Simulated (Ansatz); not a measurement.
The system is KI.

```
I K
1.0
     0.00000    3.53277    3.53277
     3.53277    0.00000    3.53277
     3.53277    3.53277    0.00000
I K
1 1
Direct
  0.50000 0.50000 0.50000
  0.00000 0.00000 0.00000
```

Base run:

```yaml
Program: Ansatz 0.2.0
Functional: PBE
Potentials_or_basis: all-electron LAPW, scalar-relativistic
Cutoff: 116 eV (chosen from the basis error)
Basis_error_allowed: 0.001 eV/atom
k_mesh: 7 × 7 × 7
Occupations: gaussian, width 0.1 eV
Spin: no spin polarisation
```

Its results: band gap on the k mesh 3.97 eV, direct; pressure 0.6 GPa.

Task: The run is repeated on the same cell with these changes: functional from PBE to PBEsol; occupations from gaussian, width 0.1 eV to gaussian, width 0.02 eV. What comes out?

Result: Band gap on the k mesh 3.82 eV, direct; pressure -0.3 GPa.

Caveats: spin-orbit coupling is left out, which moves the levels of the heavy elements; an odd mesh through Γ misses points on the zone boundary, where band edges often lie.
